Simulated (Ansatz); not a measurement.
## Na2S, space group Fm-3m: a check of PAW against all-electron LAPW, step by step

Computed with the Ansatz DFT code, driven from Python.

Notebook, run cell by cell (the value of a cell's last expression is shown):

In [1]:
```python
import ansatz as az
import numpy as np
```

In [2]:
```python
def count_gap(report):
    # lowest empty less highest filled band, counting bands; zero where they overlap
    return max(report.get('gap_by_band_count_ev') or 0.0, 0.0)
```

In [3]:
```python
crystal = (
    az.Lattice.from_parameters(4.629428, 4.629428, 4.629428, alpha=60.0, beta=60.0, gamma=60.0)
    .atom('Na', (0.25, 0.25, 0.25))
    .atom('Na', (0.75, 0.75, 0.75))
    .atom('S', (0.0, 0.0, 0.0))
)
```

In [4]:
```python
setup = (
    crystal.calculation()
    .kpoints(6, 6, 6)
    .occupations('fixed')
    .functional('pbe')
    .stress()
    .forces()
    .band_table()
)
variants = {
    'PAW': setup.pseudopotentials('paw'),
    'LAPW': setup.pseudopotentials('all_electron', lapw=True),
}
# totals differ by the cores that each treatment holds, so compare what does not depend on them
rows = []
for label, variant in variants.items():
    r = variant.run(threads=1).report
    levels = np.array(r['eigenvalues_ev'][0]) - r['fermi_energy_ev']
    print(label, 'levels at the first k-point near E_F:', np.round(levels[np.abs(levels) < 5], 3))
    rows.append((label, r['n_electrons'], np.trace(r['stress_gpa']) / 3, count_gap(r)))
lines = [','.join(['treatment', 'electrons in bands', 'P GPa', 'gap by band count eV'])] + [','.join(f'{v:.4f}' if isinstance(v, float) else str(v) for v in row) for row in rows]
print('\n'.join(lines))
with open('paw_lapw.csv', 'w') as handle:
    handle.write('\n'.join(lines) + '\n')
```
```text
DeckWarning: basis.ecutwfc = 420 eV, auto-derived from the records' recommended cutoffs: set by Na (normal level)
PAW levels at the first k-point near E_F: [-0.    -0.     0.     2.478]
LAPW levels at the first k-point near E_F: [-0.    -0.     0.     2.479]
treatment,electrons in bands,P GPa,gap by band count eV
PAW,24.0000,0.2768,2.4785
LAPW,32.0000,0.2930,2.4785
```

PAW gives 0.277 GPa and LAPW 0.293 GPa, 0.016 GPa apart. They took 2.1 and 7.8 s of processor time.

Reading the output:
- Semilocal gaps usually lie well under measured ones.
- With fixed filling the reported Fermi level is the top filled level among the k-points of the SCF.
- The structure is a deposited one; some such entries were measured under pressure or heat, so a shift against it needn't be the functional's error alone.
- Gaps and levels are Kohn-Sham values on a finite set of k-points.
- Warnings are shown shortened and without file and line.
- Pressure is positive in compression; the treatments may keep other shells as core, so totals and counts of electrons can differ.
- Wall time of the script: 11 s on 1 thread of Arm Neoverse N1 (shared host), peak memory 0.41 GiB.
